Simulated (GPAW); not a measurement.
Ta2H in GPAW: convergence with k mesh

Input of the first run (k mesh 2 × 2 × 2); the others differ in this setting and in those tied to it:

The input run.py:

```python
from ase.dft.bandgap import bandgap
from ase.io import read, write
from ase.units import GPa
from gpaw import GPAW, PW, setup_paths

setup_paths.insert(0, '.')

atoms = read('Ta2H.xyz')

calc = GPAW(mode=PW(600),
            xc='PBEsol',
            kpts={'size': (2, 2, 2), 'gamma': True},
            occupations={'name': 'fermi-dirac', 'width': 0.05},
            nbands=27,
            convergence={'density': 1e-05, 'energy': 1e-05},
            maxiter=100,
            txt='gpaw.txt')
atoms.calc = calc
energy = atoms.get_potential_energy()
forces = atoms.get_forces()
stress = atoms.get_stress()
calc.write('gs.gpw')
write('result.traj', atoms)
print(f'Energy: {energy:.6f} eV')
print('Forces (eV/A):')
print(forces.round(4))
print('Stress (GPa):', (stress / GPa).round(3))
print('Fermi level:', round(calc.get_fermi_level(), 4), 'eV')
print(f'Gap: {bandgap(calc)[0]:.4f} eV, direct: {bandgap(calc, direct=True)[0]:.4f} eV')
```

File Ta2H.xyz:

```xyz
3
Lattice="1.7204951073 -2.3714690318 0.0000000000 1.7204951073 2.3714690318 0.0000000000 0.0000000000 0.0000000000 4.7585693900" Properties=species:S:1:pos:R:3 pbc="T T T"
Ta     0.8602475536     -1.1857345159      3.4995957810
Ta     0.8602475536      1.1857345159      1.2589736090
H      0.0000000000      0.0000000000      0.0000000000
```

Potentials or basis: PAW data sets generated in the run's folder for this functional, pw.

Command:

```bash
$ gpaw-setup -f PBEsol H Ta
$ OMP_NUM_THREADS=1 python run.py
```

The cell comes from a database or a generator and needn't be the stable form of this composition.

Hardware: 1 thread of Arm Neoverse V2, with other jobs on the host.

```tsv
k mesh	energy less the tightest run, at zero smearing (meV/atom)	pressure (GPa)	largest force (eV/Å)	SCF cycles	CPU time (s)	peak memory (GiB)
2 × 2 × 2	-203.02	-9.61	0.661	10	8.6	0.15
3 × 3 × 2	-78.46	-4.20	0.215	10	9.9	0.15
4 × 4 × 3	35.96	-4.23	0.078	10	13	0.15
5 × 5 × 3	28.57	-3.24	0.046	10	16	0.15
6 × 6 × 4	1.93	-3.75	0.001	10	28	0.17
7 × 7 × 4	-6.76	-3.85	0.017	10	32	0.17
9 × 9 × 5	2.14	-3.79	0.002	10	48	0.19
10 × 10 × 6	0.69	-3.89	0.027	10	76	0.23
13 × 13 × 8	0.00	-3.89	0.023	10	150	0.34
```

Against the tightest run, the energy stays within 1 meV/atom from 10 × 10 × 6 on; the pressure stays within 0.1 GPa from 7 × 7 × 4 on; the largest force stays within 0.005 eV/Å from 10 × 10 × 6 on. Meshes of other sizes hit other points, so gaps and Fermi surfaces needn't settle smoothly. The tightest run that finished is the yardstick and may itself not be fully converged.

Spin-orbit coupling is left out, which matters for the levels of Ta.
